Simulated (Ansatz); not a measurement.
Computed with DFT PBE, scalar-relativistic, plane waves, PAW (Ansatz 0.2.0). All cells share a 420 eV cutoff and Γ-centred k meshes spaced about 0.3 Å⁻¹ or finer (0.25 for metals, 2π included). No spin polarisation.

Temperature and zero-point effects are left out.

Compare these two cells of Hf4O3, each relaxed at this level.

A.

```
CELL_PARAMETERS angstrom
4.87561 0.00000 0.00000
0.00000 4.87561 0.00000
0.00000 0.00000 4.87561
ATOMIC_POSITIONS crystal
Hf 0.74759 0.25241 0.25241
Hf 0.25241 0.74759 0.25241
Hf 0.25241 0.25241 0.74759
Hf 0.74759 0.74759 0.74759
O 0.00000 0.00000 0.50000
O 0.50000 0.00000 0.00000
O 0.00000 0.50000 0.00000
```

B.

```
CELL_PARAMETERS angstrom
3.17022 0.00000 0.00000
-1.58511 2.74549 0.00000
0.00000 0.00000 10.97796
ATOMIC_POSITIONS crystal
Hf 0.33333 0.66667 0.60923
Hf 0.66667 0.33333 0.39077
Hf 0.66667 0.33333 0.86834
Hf 0.33333 0.66667 0.13166
O 0.00000 0.00000 0.74092
O 0.00000 0.00000 0.25908
O 0.00000 0.00000 0.00000
```

Question: Which is lower in energy, and by how much?

Answer: B is lower, by 19 meV/atom. A has space group P-43m (No. 215), 16.6 Å³/atom and no gap on its mesh; B has space group P-3m1 (No. 164), 13.7 Å³/atom and a gap of 0.04 eV. Counting O atoms around Hf (those within 1.25 times the shortest such distance or 1.15 times the sum of covalent radii; a slash parts the counts of unlike sites), A has Hf 3 and B has Hf 3/6. The denser one is the lower, and pressure would at first widen the difference. In A, Hf has 3 O at 2.12 Å; O is surrounded by 4 Hf at 2.12 Å. In B, around Hf on its first site lie 3 O at 2.33 Å and 9 Hf at 3.02–3.17 Å; Hf on its second site has 6 O at 2.30–2.33 Å and 6 Hf at 3.17 Å; around O on a site of symmetry 3m lie 6 Hf at 2.30–2.33 Å; 1 more site not described. Both come from trial cells of a structure search, whose lowest cell (P-42m, 16.7 Å³/atom) lies 59 meV/atom below the lower of the two.

The k mesh leaves some 4 meV/atom of noise in the energy of each metallic cell. These runs have no spin–orbit coupling, which can matter for Hf. Small gaps are read on the mesh alone, and bands can cross between its points. Cells relaxed within their symmetry can be saddle points. Some structure types and database cells were kept out of the candidates from the start, so a known form may be missing.
